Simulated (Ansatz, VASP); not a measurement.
## Two plane-wave programs on Nb

The input INCAR:

```
SYSTEM = Nb
AGGAC    = 1.0          
AGGAX    = 1.0          
ALDAC    = 0.0          
ALDAX    = 1.0          
ALGO     = Normal         ! electronic algorithm
EDIFF    = 1E-7           ! SCF threshold, eV
ENCUT    = 520            ! plane-wave cutoff, eV
GGA      = B5             ! functional
ISIF     = 2              ! what is computed and relaxed
ISMEAR   = -1             ! smearing method
LASPH    = .TRUE.         ! aspherical terms in the spheres
LCHARG   = .TRUE.         ! write CHGCAR
LELF     = .TRUE.         ! ELF
LREAL    = .FALSE.        ! projectors in reciprocal space
LVHAR    = .TRUE.       
LWAVE    = .FALSE.        ! write WAVECAR
NBANDS   = 12             ! bands
NELM     = 100            ! most SCF steps
PREC     = Accurate       ! precision mode
SIGMA    = 0.1            ! smearing width, eV
```

The input KPOINTS:

```
k-points
0
G
  22 22 22
  0 0 0
```

Contents of POSCAR:

```
Nb
1.0
   -1.6978234101      1.6978234101      1.6978234101
    1.6978234101     -1.6978234101      1.6978234101
    1.6978234101      1.6978234101     -1.6978234101
Nb
1
Direct
    0.0000000000      0.0000000000      0.0000000000
```

Input for Ansatz:

```yaml
crystal:
  lattice:
    - [-1.6978234101, 1.6978234101, 1.6978234101]
    - [1.6978234101, -1.6978234101, 1.6978234101]
    - [1.6978234101, 1.6978234101, -1.6978234101]
  atoms:
    - { symbol: Nb, position: [0.0, 0.0, 0.0] }
hamiltonian:
  xc: blyp
  pseudopotentials:
    kind: paw
    azcp:
      Nb: "pseudopotentials/Nb.paw.azcp"
basis:
  ecutwfc: 420
  fft_grid_basis: typed
kpoints:
  mp_grid: { grid: [22, 22, 22], shift: [0, 0, 0] }
magnetization:
  spin_polarized: false
scf:
  occupations: { method: fermi_dirac, width: 0.1 }
output:
  stress: true
```

Alike in both runs: task single point; functional BLYP; k mesh 22 × 22 × 22; occupations fermi-dirac, width 0.1 eV; no spin polarisation.

|  | VASP | Ansatz |
| --- | --- | --- |
| version | VASP 6.6.1 | Ansatz 0.2.0 |
| potentials or method | VASP PAW PBE potentials, release 64 (Nb_sv) | plane waves (420 eV) with PAW, scalar-relativistic |
| plane-wave cutoff (eV) | 520 | 420 |
| valence electrons in the cell | 13 | 13 |

|  | VASP | Ansatz | Ansatz less VASP |
| --- | --- | --- | --- |
| pressure (GPa) | -5.5 | -5.5 | +0.04 |

Caveats: the PAW data sets were made with another functional, which shifts forces and pressure a little (VASP).
